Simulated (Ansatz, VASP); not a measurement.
## Se in VASP and in Ansatz

```
CELL_PARAMETERS angstrom
3.95346 0.00000 0.00000
-1.97673 3.42380 0.00000
0.00000 0.00000 5.12053
ATOMIC_POSITIONS crystal
Se 0.25435 0.00000 0.33333
Se 0.00000 0.25435 0.66667
Se 0.74565 0.74565 0.00000
```

Alike in both runs: task single point; functional LDA; k mesh 3 × 3 × 2; occupations fermi-dirac, width 0.05 eV; no spin polarisation.

```csv
,VASP,Ansatz
version,VASP 6.6.1,Ansatz 0.2.0
potentials or method,"VASP PAW LDA potentials, release 64 (Se)","plane waves (420 eV) with PAW, scalar-relativistic"
plane-wave cutoff (eV),520,420
valence electrons in the cell,18,48
```

VASP gave:

| Property | Result |
| --- | --- |
| pressure (GPa) | 0.6 |
| largest component of the traceless stress (GPa) | 0.84 |

Question: Which values does Ansatz return?

Answer: Pressure (GPa): 0.4; largest component of the traceless stress (GPa): 0.97.

The two sets of potentials don't hold the same shells in valence. Ansatz warned: «pseudo_functional_mismatch».

Caveats: the k mesh is coarse (spacing up to 0.61 Å⁻¹), so the values aren't converged.
